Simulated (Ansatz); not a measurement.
All-electron LAPW in Ansatz 0.2.0 under PBE, scalar-relativistic, energies extrapolated to zero smearing. Slabs are 1×1 cells cut from bulk crystals relaxed on PAW files, with atoms then relaxed, 16 to 20 Å of vacuum, a dipole correction, k spacings of 0.16 to 0.26 Å⁻¹ and smearing of 0.02 to 0.1 eV, without spin–orbit coupling; Cr, Mn, Fe, Co, Ni, Eu and Gd start ferromagnetic, the others run without spin. The bulk type named needn't be the stable one, and no reconstruction is allowed.

```json
{"slab": "bcc Zr (110), 6 layers", "area (Å²)": "9.05", "γ (J/m²)": "1.45", "Φ (eV)": "4.13", "Δd12 (%)": "-6.5"}
{"slab": "bcc Nb (110), 7 layers", "area (Å²)": "7.75", "γ (J/m²)": "2.09", "Φ (eV)": "?", "Δd12 (%)": "-4.4"}
{"slab": "hcp Zr (10-10), 6 layers", "area (Å²)": "16.72", "γ (J/m²)": "1.65", "Φ (eV)": "3.75", "Δd12 (%)": "-6.1"}
{"slab": "bcc Mo (110), 4 layers", "area (Å²)": "7.06", "γ (J/m²)": "2.85", "Φ (eV)": "4.59", "Δd12 (%)": "-4.2"}
{"slab": "bcc Fe (110), 6 layers", "area (Å²)": "5.67", "γ (J/m²)": "2.51", "Φ (eV)": "?", "Δd12 (%)": "-0.4"}
{"slab": "fcc Sb (110), 4 layers", "area (Å²)": "16.24", "γ (J/m²)": "0.16", "Φ (eV)": "3.73", "Δd12 (%)": "-52.8"}
```

(1) What belongs in the row "bcc Nb (110), 7 layers", column "Φ (eV)"?

(2) Fill in "Φ (eV)" for the row "bcc Fe (110), 6 layers".

Answers

(1) 4.50.

(2) 4.79.
